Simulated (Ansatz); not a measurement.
Input and command of a calculation in Ansatz (plane waves; scalar-relativistic PAW potentials unless the input names others):

```yaml
crystal:
  lattice:
    - [8.64897764, 0.0, 0.0]
    - [0.0, 8.64897764, 0.0]
    - [0.0, 4.32448882, 3.1044590314]
  atoms:
    - { symbol: Cs, position: [0.5, 0.5, 0.0] }
    - { symbol: Cs, position: [0.0, 0.0, 0.0] }
basis:
  ecutwfc: 420
kpoints:
  mp_grid: { grid: [4, 4, 11] }
hamiltonian:
  xc: pbe
scf:
  occupations: { method: fermi_dirac, width: 0.01 }
output:
  forces: true
  eigenvalues: true
  stress: true
```

```bash
ansatz run input.yaml --threads 8 --pin off --max-ram 20480MiB --backend cpu --events-out ev --progress --plain --runs-dir out
```

Abridged log:
```
Warning: crystal.symmetry: narrowed to the stabiliser of the k-point mesh — unitary ops 16 → 8; excluded 8 operations that carry a point of the 4×4×11 mesh (shift [0, 0, 0]) off the mesh (the run samples exactly the mesh kpoints.mp_grid names, as under crystal.symmetry.detect: false, and its converged state has the mesh's symmetry, not the crystal's; ε∞, the Born charges and the force constants of a linear response (`dielectric:` by the response, `phonons.method: dfpt`) are averaged over those of the crystal's operations that the state keeps within a tolerance, where `mesh_tensors`, `unaverage ...
Basis set: ecut = 420 eV, 4537 PW (Γ), exchange–correlation on 120×120×72 points (8 copies of the dense FFT grid, shifted against one another)
Bands: 13, of which v1, the nominal top of the filled ones, is band 9 counted from 1 (8 counted from 0)
Symmetry: 8 space group operations
k-points: 69 of 176
SCF iter   1: F=—  HF=-11341.533098 eV  |F-HF|=—  |Δ(HF+E_count)|=         —  Δρ=2.64e-4  dr2=1.49e-4  ethr=1.77e-3  ⟨swp⟩=7.2  Hψ=6284  notcnv=0
SCF iter   2: F=—  HF=-11341.533277 eV  |F-HF|=—  |Δ(HF+E_count)|=   1.79e-4  Δρ=1.58e-4  dr2=9.87e-5  ethr=8.28e-7  ⟨swp⟩=3.9  Hψ=2982  notcnv=0  defer=4
SCF iter   3: F=—  HF=-11341.533365 eV  |F-HF|=—  |Δ(HF+E_count)|=   8.76e-5  Δρ=5.47e-5  dr2=1.52e-5  ethr=5.48e-7  ⟨swp⟩=3.0  Hψ=1785  notcnv=0  defer=4
SCF iter   4: F=—  HF=-11341.533368 eV  |F-HF|=—  |Δ(HF+E_count)|=   2.68e-6  Δρ=1.74e-5  dr2=2.26e-6  ethr=8.44e-8  ⟨swp⟩=1.7  Hψ=963  notcnv=0  defer=4
SCF iter   5: F=—  HF=-11341.533369 eV  |F-HF|=—  |Δ(HF+E_count)|=   1.70e-6  Δρ=7.93e-6  dr2=1.91e-7  ethr=1.26e-8  ⟨swp⟩=2.7  Hψ=1508  notcnv=0  defer=4
SCF iter   6: F=-11341.533370 eV  HF=-11341.533370 eV  |F-HF|=4.46e-9  |Δ(HF+E_count)|=   1.75e-7  Δρ=1.35e-6  dr2=1.46e-8  ethr=5.56e-10  ⟨swp⟩=5.6  Hψ=3731  notcnv=0
SCF 1 converged in 6 iterations: F = -11341.533370 eV  dr2 = 1.46e-8
SCF converged after 6 iterations
Free energy (F): -11341.533370 eV
Harris-Foulkes:  -11341.533370 eV  (|F-HF|=4.46e-9)
Internal energy: -11341.532529 eV  (E = F + TS)
E sigma→0 (E₀):  -11341.532949 eV
Entropy (-TS):   -0.000841 eV (-0.420 meV/atom)
Fermi energy:    2.199911 eV
--- Forces (eV/Å), atoms counted from 1 ---
  atom   1  Cs     0.00000000     0.00000000     0.00000000
  atom   2  Cs     0.00000000     0.00000000     0.00000000
--- Stress (GPa, compression-positive) ---
       -0.015981       0.000000       0.000000
        0.000000       0.024803       0.016619
        0.000000       0.016619       0.002048
  P = ⅓ Tr σ = 0.0036 GPa (0.036 kbar)
```

Apart from outputs, empty bands and the relaxation, which only the reference makes, the input differs from a reference run on usual settings in scf.occupations.method: "gaussian" → "fermi_dirac"; scf.occupations.width: 0.1 → 0.01. The reference, at the same geometry, ended its own course with pressure 0.00 GPa, largest force 0.000 eV/Å, no gap on the mesh. This run converged in 6 SCF iterations with an energy at zero smearing 0.19 meV/atom above the reference's, pressure 0.00 GPa, largest force 0.000 eV/Å, no gap on the mesh. Its k mesh, for so narrow a smearing in a metal, is looser than usual, yet energy, pressure and forces hardly moved.

It took 4.3 s on 8 threads of Intel(R) Xeon(R) Processor @ 2.70GHz, with other jobs on the host, peak memory 0.76 GiB.